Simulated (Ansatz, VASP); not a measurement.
# Al in VASP and in Ansatz

Contents of POSCAR:

```
Al
1.0
    0.0000000000      2.0351503298      2.0351503298
    2.0351503298      0.0000000000      2.0351503298
    2.0351503298      2.0351503298      0.0000000000
Al
1
Direct
    0.0000000000      0.0000000000      0.0000000000
```

File INCAR.step1:

```
  PREC = Accurate
  ENCUT = 520
  ISMEAR = 0
  SIGMA = 0.1
  LREAL = False
  LASPH = True
  NELM = 80
  NBANDS = 8
  GGA = PE
  ALGO = Normal
  EDIFF = 1E-4
  LWAVE = True
  LCHARG = False
```

INCAR.step2

```
  PREC = Accurate
  ENCUT = 520
  EDIFF = 1E-6
  ISMEAR = 0
  SIGMA = 0.1
  LREAL = False
  LASPH = True
  NELM = 80
  ALGO = Normal
  ISIF = 2
  LWAVE = False
  LCHARG = False
  METAGGA = R2SCAN
  LMIXTAU = True
  NBANDS = 8
  ISTART = 1
```

Contents of KPOINTS:

```
Automatic mesh
0
Gamma
  18 18 18
```

Input for Ansatz:

```yaml
crystal:
  lattice:
    - [0.0, 2.0351503298, 2.0351503298]
    - [2.0351503298, 0.0, 2.0351503298]
    - [2.0351503298, 2.0351503298, 0.0]
  atoms:
    - { symbol: Al, position: [0.0, 0.0, 0.0] }
basis:
  ecutwfc: 500
kpoints:
  mp_grid: { grid: [18, 18, 18] }
hamiltonian:
  xc: r2scan
scf:
  occupations: { method: gaussian, width: 0.1 }
  lower_state_search: standard
output:
  forces: true
  eigenvalues: true
  stress: true
```

Alike in both runs: task single point; functional r2SCAN; k mesh 18 × 18 × 18; occupations gaussian, width 0.1 eV; no spin polarisation.

|  | VASP | Ansatz |
| --- | --- | --- |
| version | VASP 6.6.1 | Ansatz 0.2.0 |
| potentials or method | VASP PAW PBE potentials, release 64 (Al) | scalar-relativistic, plane waves, PAW |
| plane-wave cutoff (eV) | 520 | 500 |
| valence electrons in the cell | 3 | 3 |

```tsv
	VASP	Ansatz	Ansatz less VASP
gap on the k mesh at the Fermi level (eV)	none	none	-
pressure (GPa)	-4.9	-4.7	+0.27
```

A gap of «none» marks a metal or a gap that the smearing closes.

Caveats: the PAW data sets were made with another functional, which shifts forces and pressure a little (VASP).
